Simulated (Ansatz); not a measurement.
**Phases of Sn at 1.4 GPa**

Structure types of Sn are relaxed in primitive cells with their symmetry kept at 1.4 GPa, on PAW files; LAPW relaxes the small cells further and takes the PAW cell for the others (marked *). The enthalpy is E + pV at zero temperature, without zero-point motion. Only the types listed were tried, and differences under about 5 meV/atom are mesh noise. Not among the end structures: fcc, which may lie lower.

Level of theory: DFT with PBE, scalar-relativistic, in Ansatz 0.2.0; Fermi–Dirac smearing of 0.05 eV, no spin polarisation. LAPW: all electrons, basis error target 0.5 meV/atom; PAW: frozen-core files, cutoff 420 eV.

k meshes: bcc 14×14×14, hcp 13×13×7, beta tin 14×14×14, dhcp 11×11×3, diamond 10×10×10.

Spin–orbit coupling is left out, which matters for the heavy atoms.

Q: Which type is lowest in enthalpy, and by how much?

A: beta tin, 7 meV/atom below dhcp. The whole table:

```json
{"start type": "bcc", "ends as": "bcc, Im-3m", "a, b, c (Å)": "3.774, 3.774, 3.774", "V (Å³/atom)": "26.87", "H − H(lowest), LAPW (meV/atom)": "15.7", "same, PAW": "15.9"}
{"start type": "hcp", "ends as": "hcp, P6_3/mmc", "a, b, c (Å)": "3.401, 3.401, 5.388", "V (Å³/atom)": "26.99", "H − H(lowest), LAPW (meV/atom)": "14.5", "same, PAW": "14.6"}
{"start type": "beta tin", "ends as": "beta tin, I4_1/amd", "a, b, c (Å)": "5.875, 5.875, 3.202", "V (Å³/atom)": "27.64", "H − H(lowest), LAPW (meV/atom)": "0.0", "same, PAW": "0.0"}
{"start type": "dhcp*", "ends as": "dhcp, P6_3/mmc", "a, b, c (Å)": "3.357, 3.357, 11.101", "V (Å³/atom)": "27.09", "H − H(lowest), LAPW (meV/atom)": "6.6", "same, PAW": "6.8"}
{"start type": "diamond", "ends as": "diamond, Fd-3m", "a, b, c (Å)": "6.577, 6.577, 6.577", "V (Å³/atom)": "35.57", "H − H(lowest), LAPW (meV/atom)": "29.2", "same, PAW": "28.9"}
```

Q: Would dhcp gain on beta tin at higher pressure?

A: Yes: dH/dp = V, and its volume is smaller by 0.55 Å³/atom. Held constant, that would close the gap after about 1.9 GPa more, a rough figure, since the volume difference changes with pressure.
